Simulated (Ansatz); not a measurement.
**RbBr (Fm-3m): the PBE gap against the k mesh of the density**

Aim: see how gap, energy and time of RbBr (Fm-3m) follow the k mesh of the density.

Method: DFT, PBE, plane waves, PAW; PAW set soft_1, in Ansatz 0.2.0.

The database entry behind the starting cell differs from later determinations by our own check (about 0.5 % short), so it need not match the best structure at ambient conditions.

## (1) Starting point

The structure is cubic, space group Fm-3m (No. 225). The conventional cell has a = 6.854 Å, b = 6.854 Å, c = 6.854 Å, α = 90.00°, β = 90.00°, γ = 90.00°. Rb has 6 Br at 3.43 Å nearest. Nearest to Br lie 6 Rb at 3.43 Å. Farther neighbours and most contacts between anions are not listed.

The cell and positions come from the Crystallography Open Database and are kept as given unless a step says otherwise.

## (2) k mesh of the density: 2×2×2

input.yaml reads:

```yaml
crystal:
  lattice:
    - [0.0, 3.427, 3.427]
    - [3.427, 0.0, 3.427]
    - [3.427, 3.427, 0.0]
  atoms:
    - { symbol: Rb, position: [0.0, 0.0, 0.0] }
    - { symbol: Br, position: [0.5, 0.5, 0.5] }
kpoints:
  mp_grid: { grid: [2, 2, 2] }
  band_path:
    path:
      - [0.0, 0.0, 0.0]
      - [0.5, 0.0, 0.5]
      - [0.625, 0.25, 0.625]
      - [0.375, 0.375, 0.75]
      - [0.5, 0.5, 0.5]
      - [0.5, 0.25, 0.75]
    npoints: 1
hamiltonian:
  xc: pbe
  pseudopotentials: { kind: paw, azcp: { folder: soft_1 } }
scf:
  occupations: { method: fixed }
  n_extra_bands: 4
output:
  eigenvalues: true
```

Launch:

```sh
$ ansatz run input.yaml --threads 24 --pin off --max-ram 82944MiB --backend cuda --events-out ev --progress --plain --runs-dir out --devices 1 --max-vram 78GiB
```

Numbers of over 12 decimals in the logs are rounded to 6 here.

Output:

```text
scf.n_extra_bands = 4 over 8 filled bands (N_el = 16.0): the run solves 12 bands
GPUs: using 1 of 1 available (devices: 1).
Engine: ansatz 0.2.0, aarch64-unknown-linux-gnu
Pseudopotentials: kind: paw
Pseudopotential: Rb, paw, valence charge 9, recommended cutoff 420 eV (normal), soft_1/Rb.paw.azcp
Pseudopotential: Br, paw, valence charge 7, recommended cutoff 420 eV (normal), soft_1/Br.paw.azcp
Functional definition: PBE
  parameter kappa = 0.804
  parameter beta = 0.066725
  exchange = pbe_x(kappa = kappa, mu = beta*pi^2/3)
  correlation = pbe_c(beta = beta)
device memory: the entry about to start is reckoned to put 1.6 GiB on a device that reports 177.3 GiB free (of which the cap on the GPU budget leaves the run 78.0 GiB)
GPU FFT provider: cuFFT
GPU libraries: cuBLAS 13.8.1, cuFFT 12.4.0, cuSOLVER 12.3.2
GPU matrix products: emulated (plane waves: as basis.precision tells), large ones in fixed point in workspaces of 1.00 GiB
Crystal: 2 atoms, lattice volume = 80.496 Å³
Basis set: ecut = 420 eV, 1591 PW (Γ)
Bands: 12, of which v1, the nominal top of the filled ones, is band 8 counted from 1 (7 counted from 0)
Symmetry: 48 space group operations
Space group: Fm-3m (ITA 225), of the structure as read, at distance tolerance 4.3e-5 Å
k-points: 3 of 8
Non-local potential: Rb, projectors of the file, l = 0: 3, l = 1: 2, l = 2: 2
Non-local potential: Br, projectors of the file, l = 0: 2, l = 1: 2, l = 2: 2
PAW form: soft (Blöchl's): semilocal exchange-correlation on the pseudo side does not see the compensation charge
PAW one-centre angular grid: Rb, 110 points (default); XC on 64 Gauss nodes
PAW one-centre angular grid: Br, 110 points (default); XC on 64 Gauss nodes
Initial density: superposition of atomic densities (chi_scale 0.1, normalization cell, long waves kept (reshape's long-wave potential 0.00 eV rms))
Initial wavefunctions: pseudopotential atomic-orbital guess
GPU buffer pool allocated for 46656 grid points (all kernels)
GPU transforms: local potential and band sums: pruned to the plane-wave sphere, on 36×36×36
Functional: x = pbe(κ = 0.804, μ = 0.219515), c = pbe(β = 0.066725)
SCF iter   1: F=—  HF=-6054.497381 eV  |F-HF|=—  |Δ(HF+E_count)|=         —  Δρ=2.78e-2  dr2=1.19e0  ethr=3.10e-3  ⟨swp⟩=5.0  Hψ=195  notcnv=0  defer=4
preconditioner: auto → none  [insulator: Δε(μ)=3.323 eV  Ē_g=13.364 eV  n_scr=14 (ndim 8)  ℏωp=15.5 eV  f_vac=0.000  ε∞_Penn≈2.3]
SCF iter   2: F=—  HF=-6054.008740 eV  |F-HF|=—  |Δ(HF+E_count)|=   4.89e-1  Δρ=6.85e-3  dr2=5.99e-2  ethr=3.10e-3  ⟨swp⟩=3.0  Hψ=101  notcnv=0  defer=4
SCF iter   3: F=—  HF=-6054.010340 eV  |F-HF|=—  |Δ(HF+E_count)|=   1.60e-3  Δρ=3.31e-3  dr2=9.05e-3  ethr=3.74e-4  ⟨swp⟩=2.7  Hψ=61  notcnv=0  defer=4
SCF iter   4: F=—  HF=-6054.016788 eV  |F-HF|=—  |Δ(HF+E_count)|=   6.45e-3  Δρ=7.00e-4  dr2=5.50e-4  ethr=5.65e-5  ⟨swp⟩=3.0  Hψ=61  notcnv=0  defer=4
SCF iter   5: F=—  HF=-6054.016835 eV  |F-HF|=—  |Δ(HF+E_count)|=   4.70e-5  Δρ=9.07e-5  dr2=4.89e-6  ethr=3.44e-6  ⟨swp⟩=3.0  Hψ=64  notcnv=0  defer=4
SCF iter   6: F=—  HF=-6054.016831 eV  |F-HF|=—  |Δ(HF+E_count)|=   4.06e-6  Δρ=9.33e-6  dr2=9.75e-8  ethr=6.25e-10  ⟨swp⟩=4.7  Hψ=214  notcnv=0
SCF iter   7: F=-6054.016831 eV  HF=-6054.016831 eV  |F-HF|=1.50e-9  |Δ(HF+E_count)|=   1.23e-8  Δρ=1.77e-6  dr2=1.23e-9  ethr=6.09e-10  ⟨swp⟩=1.3  Hψ=115  notcnv=0
SCF 1 converged in 7 iterations: F = -6054.016831 eV  dr2 = 1.23e-9
[...]
device memory: the entry about to start is reckoned to put 1.8 GiB on a device that reports 177.2 GiB free (of which the cap on the GPU budget leaves the run 78.0 GiB)
NSCF: frozen V_eff on 6 k-points
SCF converged after 7 iterations
Free energy (F): -6054.016831 eV
Harris-Foulkes:  -6054.016831 eV  (|F-HF|=1.50e-9)
Internal energy: -6054.016831 eV  (E = F + TS)
E sigma→0 (E₀):  -6054.016831 eV
Fermi energy:    1.304470 eV
--- Per-component energies (eV) ---
  E_band       = -106.344515
  E_kinetic    = 314.433665
  E_local      = -782.819566  (includes V_loc(G=0)·N_el)
  E_nonlocal   = 238.827387
  E_hartree    = 204.251244
  E_xc         = -322.469693
  E_vxc        = -239.973229  (∫ρ·V_xc dr)
  E_paw        = -4935.900402  (= ΣΔE_a)
  E_vpaw       = -45.315503  (= ΣTr[D̂ρ^β])
  E_aug_tail   = -0.000018  (compensation charges beyond the density's cutoff)
  E_ewald      = -770.339449
  E_smearing   = -0.000000  (= −TS)
  E_closure    = 0.000000  (closes the sum)
  Σ components = -6054.016831   (vs F -6054.016831, Δ=0.00e0)
--- Band table (eV) ---
  k-point 0: bands = [... 4 lower, -7.2613, 1.3045, 1.3045, 1.3045, 5.6381, 8.5399, 8.5399, 8.5399]
  k-point 1: bands = [... 4 lower, -7.2097, 0.3087, 0.9473, 0.9473, 8.0910, 8.9992, 10.7406, 10.7406]
  k-point 2: bands = [... 4 lower, -7.3328, 0.8263, 1.1439, 1.1439, 6.8791, 8.3942, 10.4564, 10.4924]
```

It took 1 s on 1 × NVIDIA GB200 (shared by 2 runs) with 24 threads of Arm Neoverse V2, shared host; peak memory 0.95 GiB.

Numbers from this step:

```
gap                  : 4.334 eV
valence top at       : Γ
conduction bottom at : Γ
least direct gap     : 4.334 eV
```

The gap is direct, at Γ.

## (3) k mesh of the density: 4×4×4

input.yaml, as its differences from that of step 2:

```diff
@@ -9,3 +9,3 @@
 kpoints:
-  mp_grid: { grid: [2, 2, 2] }
+  mp_grid: { grid: [4, 4, 4] }
   band_path:
```

Output:

```text
[...]
GPUs: using 1 of 1 available (devices: 1).
[...]
GPU FFT provider: cuFFT
GPU libraries: cuBLAS 13.8.1, cuFFT 12.4.0, cuSOLVER 12.3.2
[...]
Crystal: 2 atoms, lattice volume = 80.496 Å³
Basis set: ecut = 420 eV, 1591 PW (Γ)
Bands: 12, of which v1, the nominal top of the filled ones, is band 8 counted from 1 (7 counted from 0)
[... 1 set-up line as in the run before ...]
[...]
E sigma→0 (E₀):  -6054.084361 eV
Fermi energy:    1.246185 eV
[...]
--- Band table (eV; the first three rows and the last of 8) ---
  k-point 0: bands = [... 4 lower, -7.2439, 1.2462, 1.2462, 1.2462, 5.6105, 8.5285, 8.5285, 8.5285]
  k-point 1: bands = [... 4 lower, -7.2198, 0.6863, 1.0616, 1.0616, 6.8792, 8.3956, 9.2494, 9.2494]
  k-point 2: bands = [... 4 lower, -7.1960, 0.2589, 0.8921, 0.8921, 8.0609, 8.9659, 10.7362, 10.7362]
  k-point 7: bands = [... 4 lower, -7.2253, 0.7544, 0.8994, 0.8994, 8.3289, 8.3289, 9.5121, 9.8656]
[key lines of the parts left out:]
SCF converged after 7 iterations
Free energy (F): -6054.084361 eV
```

It took 1.4 s on 1 × NVIDIA GB200 (shared by 2 runs) with 24 threads; peak memory 0.93 GiB.

This step gave:

```yaml
gap: 4.364 eV
valence_top_at: Γ
conduction_bottom_at: Γ
least_direct_gap: 4.364 eV
```

The gap is 4.364 eV, +0.031 eV from the run before at this level.

## (4) k mesh of the density: 6×6×6 (the default)

input.yaml, the sections that differ from step 3:

```yaml
kpoints:
  mp_grid: { grid: [6, 6, 6] }
  band_path:
    path:
      - [[0.0, 0.0, 0.0], [0.5, 0.0, 0.5], [0.625, 0.25, 0.625]]
      - [[0.375, 0.375, 0.75], [0.0, 0.0, 0.0], [0.5, 0.5, 0.5], [0.5, 0.25, 0.75], [0.5, 0.0, 0.5]]
    npoints: 10
scf:
  occupations: { method: fermi_dirac, width: 0.02 }
  n_extra_bands: 4
# crystal, hamiltonian, output: as in step 3
```

Output:

```text
[...]
GPUs: using 1 of 1 available (devices: 1).
[...]
GPU FFT provider: cuFFT
GPU libraries: cuBLAS 13.8.1, cuFFT 12.4.0, cuSOLVER 12.3.2
[...]
Crystal: 2 atoms, lattice volume = 80.496 Å³
Basis set: ecut = 420 eV, 1591 PW (Γ)
Bands: 12, of which v1, the nominal top of the filled ones, is band 8 counted from 1 (7 counted from 0)
[... 1 set-up line as in the run before ...]
[...]
E sigma→0 (E₀):  -6054.084604 eV
Fermi energy:    3.441814 eV
[...]
--- Band table (eV; the first three rows and the last of 16) ---
  k-point 0: bands = [... 4 lower, -7.2438, 1.2458, 1.2458, 1.2458, 5.6103, 8.5285, 8.5285, 8.5285]
  k-point 1: bands = [... 4 lower, -7.2317, 0.9423, 1.1514, 1.1514, 6.2505, 8.3946, 8.8561, 8.8561]
  k-point 2: bands = [... 4 lower, -7.2078, 0.4610, 0.9747, 0.9747, 7.4980, 8.5512, 9.7688, 9.7688]
  k-point 15: bands = [... 4 lower, -7.2480, 0.8302, 0.8340, 0.9835, 7.5578, 9.1163, 9.2310, 10.1919]
[key lines of the parts left out:]
SCF converged after 7 iterations
Free energy (F): -6054.084604 eV
```

The job ended after 2 s (1 × NVIDIA GB200 (shared by 2 runs) with 24 threads; peak memory 0.97 GiB).

This step gave:

```
gap                  : 4.364 eV
valence top at       : Γ
conduction bottom at : Γ
least direct gap     : 4.364 eV
```

The gap is 4.364 eV, as in the run before at this level.

## (5) k mesh of the density: 8×8×8

input.yaml, the sections that differ from step 4:

```yaml
kpoints:
  mp_grid: { grid: [8, 8, 8] }
  band_path:
    path:
      - [0.0, 0.0, 0.0]
      - [0.5, 0.0, 0.5]
      - [0.625, 0.25, 0.625]
      - [0.375, 0.375, 0.75]
      - [0.5, 0.5, 0.5]
      - [0.5, 0.25, 0.75]
    npoints: 1
scf:
  occupations: { method: fixed }
  n_extra_bands: 4
# crystal, hamiltonian, output: as in step 4
```

Output:

```text
[...]
GPUs: using 1 of 1 available (devices: 1).
[...]
GPU FFT provider: cuFFT
GPU libraries: cuBLAS 13.8.1, cuFFT 12.4.0, cuSOLVER 12.3.2
[...]
Crystal: 2 atoms, lattice volume = 80.496 Å³
Basis set: ecut = 420 eV, 1591 PW (Γ)
Bands: 12, of which v1, the nominal top of the filled ones, is band 8 counted from 1 (7 counted from 0)
[... 1 set-up line as in the run before ...]
[...]
E sigma→0 (E₀):  -6054.084607 eV
Fermi energy:    1.245768 eV
[...]
--- Band table (eV; the first three rows and the last of 29) ---
  k-point 0: bands = [... 4 lower, -7.2438, 1.2458, 1.2458, 1.2458, 5.6103, 8.5285, 8.5285, 8.5285]
  k-point 1: bands = [... 4 lower, -7.2367, 1.0609, 1.1899, 1.1899, 5.9881, 8.4321, 8.7142, 8.7142]
  k-point 2: bands = [... 4 lower, -7.2197, 0.6860, 1.0611, 1.0611, 6.8790, 8.3955, 9.2493, 9.2493]
  k-point 28: bands = [... 4 lower, -7.2252, 0.7540, 0.8990, 0.8990, 8.3287, 8.3287, 9.5120, 9.8655]
[key lines of the parts left out:]
SCF converged after 7 iterations
Free energy (F): -6054.084607 eV
```

Run time: 2 s. Hardware: 1 × NVIDIA GB200 (shared by 2 runs) with 24 threads; peak memory 0.93 GiB.

Numbers from this step:

* gap: 4.364 eV
* valence top at: Γ
* conduction bottom at: Γ
* least direct gap: 4.364 eV

The gap is 4.364 eV, as in the run before at this level.

## (6) The series

Differences are against the last row; a negative gap means that bands overlap, and a run with a band path holds that path's time. Times are wall times on 1 × NVIDIA GB200 (shared by 2 runs) with 24 threads of Arm Neoverse V2, shared host, good to a factor of about two.

| k mesh of the density | gap (eV) | direct gap (eV) | gap error (eV) | energy error (meV/atom) | irreducible k | time |
| --- | --- | --- | --- | --- | --- | --- |
| 2×2×2 | 4.334 | 4.334 | −0.031 | +33.9 | 3 | 1 s |
| 4×4×4 | 4.364 | 4.364 | −0.0002 | +0.1 | 8 | 1.4 s |
| 6×6×6 | 4.364 | 4.364 | +0.000 | +0.0 | 16 | 2 s |
| 8×8×8 | 4.364 | 4.364 | +0.000 | +0.0 | 29 | 2 s |

## (7) Results

```
2×2×2 : 4.334 eV
4×4×4 : 4.364 eV
6×6×6 : 4.364 eV
8×8×8 : 4.364 eV
```

The gap holds to 0.02 eV from 4×4×4 on. At 2×2×2 the gap is off by −0.031 eV and the energy by +34 meV/atom. The gap is read over the mesh and added points near the edges, so meshes differ mainly through the density and, for a hybrid, the exchange operator.

[Paths, hosts, dates, memory and timing lines, banners, echoed tables and standing remarks are left out of the program output.]

[Logs are printed without paths, hosts, clocks, repeated set-up lines and the standing remarks that a program may print on its own settings, such as how far it seeks lower states.]

[Runs of the session that timed out or met a known fault of the program may be left out.]

[Cells called generated may have been cut or substituted from an entry of the Crystallography Open Database or the Materials Project.]

[Hosts, paths, dates, database ids (printed as entryN), source tags and the programs' standing remarks are cut or masked in the printed files.]
